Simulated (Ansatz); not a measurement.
This is a one-shot G0W0 calculation with Ansatz on a 3-atom cell of HfO2 started from a crystallographic database; the level of theory is G0W0@PBE with 177 empty bands, a screening cutoff of 180 eV and a 6×6×6 mesh. The cell was relaxed beforehand with r2SCAN.

Input file:
```yaml
crystal:
  lattice:
    - [0.0, 2.529182318, 2.529182318]
    - [2.529182318, 0.0, 2.529182318]
    - [2.529182318, 2.529182318, 0.0]
  atoms:
    - { symbol: Hf, position: [0.0, 0.0, 0.0] }
    - { symbol: O, position: [0.25, 0.25, 0.25] }
    - { symbol: O, position: [0.75, 0.75, 0.75] }
kpoints:
  mp_grid: { grid: [6, 6, 6] }
hamiltonian:
  xc: pbe
scf:
  occupations: { method: fixed }
gw:
  n_empty_bands: 177
  ecut_chi: 180
  qp_bands: [v2, c2]
  qp_kpoints: band_edges
  screening: { model: contour_deformation }
```

Wall time 36 s on 1 × NVIDIA H100 80GB HBM3 with 2 threads of AMD EPYC 7R13 Processor (Zen 3) (shared host), load about 1.9 per core; peak host memory 1.2 GiB.

Main lines of the log:
```
Functional definition: PBE
  parameter kappa = 0.804
  parameter beta = 0.06672455060314922
  exchange = pbe_x(kappa = kappa, mu = beta*pi^2/3)
  correlation = pbe_c(beta = beta)
Crystal: 3 atoms, lattice volume = 32.357 Å³
Basis set: ecut = 420 eV, 609 PW (Γ)
Bands: 23, of which v1, the nominal top of the filled ones, is band 19 counted from 1 (18 counted from 0)
Symmetry: 48 space group operations
Space group: Fm-3m (ITA 225)
k-points: 16 of 216
SCF 1 converged in 7 iterations: F = -16861.396397 eV  dr2 = 2.69e-8
SCF converged after 7 iterations
Free energy (F): -16861.396397 eV
Fermi energy:    16.200089 eV
--- Per-component energies (eV) ---
  E_band       = 59.426772
  E_kinetic    = 772.957820
  E_local      = -5715.827297
  E_nonlocal   = -1147.135179
  E_hartree    = 2624.972573
  E_xc         = -448.171992
  E_vxc        = -455.392127
  E_paw        = -7242.919003
  E_vpaw       = 1354.884915
  E_ewald      = -5705.278325
--- G₀W₀: contour deformation, 6 samples at zero and on the imaginary axis and 2 off it, 216 q-points, 177 empty bands' worth ---
    ik  band        ε_KS         Σx   Σc(E_QP)       V_xc       Z   E_QP_lin       E_QP  E_QP is
     0    18     15.5797   -26.9395     4.3825   -21.7505  0.7699    14.7663    14.7731  root
     0    19     15.5797   -26.9395     4.3825   -21.7505  0.7699    14.7663    14.7731  root
     0    20     20.0975   -11.0337    -5.1438   -16.9323  0.8187    20.8575    20.8523  root
     0    21     20.0975   -11.0337    -5.1438   -16.9323  0.8187    20.8575    20.8523  root
     1    18     15.1136   -26.0813     4.2548   -20.9916  0.7702    14.2708    14.2786  root
     1    19     15.1136   -26.0813     4.2548   -20.9916  0.7702    14.2708    14.2786  root
     1    20     20.5543   -11.9822    -5.0532   -17.8318  0.8107    21.3568    21.3507  root
     1    21     20.5543   -11.9822    -5.0532   -17.8318  0.8107    21.3568    21.3507  root
     3    18     14.3527   -26.7410     4.6988   -21.1269  0.7618    13.4262    13.4374  root
     3    19     14.3527   -26.7410     4.6988   -21.1269  0.7618    13.4262    13.4374  root
     3    20     20.8336   -11.5457    -5.3414   -17.7156  0.8103    21.6691    21.6621  root
     3    21     20.8336   -11.5457    -5.3414   -17.7156  0.8103    21.6691    21.6621  root
     4    18     15.5899   -27.0191     4.4030   -21.8244  0.7693    14.7916    14.7982  root
     4    19     15.5899   -27.0191     4.4030   -21.8244  0.7693    14.7916    14.7982  root
     4    20     20.4463   -11.1232    -5.2993   -17.2113  0.8149    21.2411    21.2351  root
     4    21     20.6726   -12.1428    -5.0137   -17.9609  0.8091    21.4832    21.4770  root
     5    18     15.0540   -26.3155     4.3730   -21.1200  0.7678    14.2238    14.2315  root
     5    19     15.1864   -26.7121     4.4401   -21.4491  0.7677    14.3559    14.3635  root
     5    20     20.8745   -11.4676    -5.4195   -17.7189  0.8091    21.7136    21.7063  root
     5    21     20.9114   -12.4104    -4.9497   -18.1731  0.8050    21.7309    21.7244  root
     8    18     14.1292   -25.0377     4.2738   -19.8526  0.7662    13.2068    13.2178  root
     8    19     15.5961   -27.0452     4.4110   -21.8524  0.7691    14.8078    14.8143  root
     8    20     20.5858   -11.4183    -5.2238   -17.4380  0.8127    21.3879    21.3817  root
     8    21     21.1508   -12.8952    -5.0462   -18.7974  0.8005    22.0145    22.0068  root
     9    18     15.2149   -26.6783     4.4240   -21.4551  0.7673    14.4086    14.4157  root
     9    19     15.2149   -26.6783     4.4240   -21.4551  0.7673    14.4086    14.4157  root
     9    20     20.4542   -11.5236    -4.8632   -17.1351  0.8121    21.2076    21.2026  root
     9    21     21.2572   -11.4056    -5.6761   -17.9479  0.8041    22.1320    22.1233  root
    10    18     14.7988   -26.1123     4.4021   -20.8925  0.7656    13.9731    13.9811  root
    10    19     15.5963   -27.0101     4.3278   -21.9024  0.7703    14.8100    14.8164  root
    10    20     20.4484   -11.5625    -4.7703   -17.0626  0.8118    21.1829    21.1782  root
    10    21     21.5472   -11.6889    -5.7448   -18.3263  0.7992    22.4497    22.4399  root
    11    18     14.9189   -26.5696     4.5288   -21.1975  0.7657    14.0672    14.0756  root
    11    19     15.5427   -26.8783     4.3196   -21.7799  0.7699    14.7575    14.7639  root
    11    20     20.5956   -11.7348    -4.8605   -17.3463  0.8122    21.3517    21.3466  root
    11    21     21.6247   -12.2445    -5.5503   -18.6922  0.7959    22.5320    22.5221  root
  […]
```

The points are ik 0 = (0, 0, 0) (Γ), ik 1 = (0, 0, 1/6), ik 3 = (0, 0, -1/2), ik 4 = (0, 1/6, 1/6), ik 5 = (0, 1/6, 1/3), ik 8 = (0, 1/6, -1/6), ik 9 = (0, 1/3, 1/3), ik 10 = (0, 1/3, -1/2), ik 11 = (0, 1/3, -1/3), ik 12 = (0, -1/2, -1/2), ik 14 = (1/6, 1/3, -1/3), ik 15 = (1/6, -1/2, -1/3); band 19 is the last filled one.

The quasiparticle gap on this mesh is 5.21 eV (direct at k = (0, -1/2, -1/2)), against 3.80 eV from PBE: +1.41 eV. Renormalisation factors Z lie between 0.76 and 0.82. The G0W0 figures hold for the stated bands, cutoff and mesh and aren't extrapolated.

Calculated for a static, non-magnetic cell.

Spin-orbit coupling is left out, which matters wherever the heavy atoms make up the band edges.
